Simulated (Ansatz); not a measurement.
**MoS2 (P-3m1), a sublattice moved along a line**

Level of theory: DFT PBEsol, scalar-relativistic, plane waves, PAW (Ansatz). The runs took a 420 eV cutoff, a Γ-centred 18×18×8 mesh and Gaussian smearing (0.15 eV). No spin polarisation. Energies are free energies at this smearing, counted from the undisturbed cell; pressure is positive in compression.

The starting cell (relaxed at this level; this form isn't the usual structure):

```
Mo S
1.0
     3.14118    0.00000    0.00000
    -1.57059    2.72035    0.00000
     0.00000    0.00000    6.12471
Mo S
1 2
Cartesian
  0.0000 0.0000 3.0624
  0.0000 1.8136 1.4764
  1.5706 0.9068 4.6483
```

The cell holds layers and no dispersion correction was added, so their binding is poorly described.

Every S atom is moved by x along the Cartesian unit vector (0.000, 0.000, 1.000); the cell and all other atoms stay fixed. The cell is metallic on the mesh throughout.

```tsv
x (Å)	ΔE (meV/cell)
-0.2000	438.9
-0.1000	111.6
0.0000	0.0
0.0250	7.0
0.0500	28.0
0.0750	63.0
0.1250	173.9
0.1500	249.4
0.1750	337.8
```

Problem. Predict the pressure (GPa) at each point.

Solution.
```
  x (Å) pressure (GPa)
-0.2000             3.2
-0.1000             0.8
 0.0000             0.0
 0.0250             0.1
 0.0500             0.2
 0.0750             0.5
 0.1250             1.3
 0.1500             1.8
 0.1750             2.5
```

Cost: 9 runs of about 3 core-minutes in all, on Arm Neoverse V1 (shared hosts).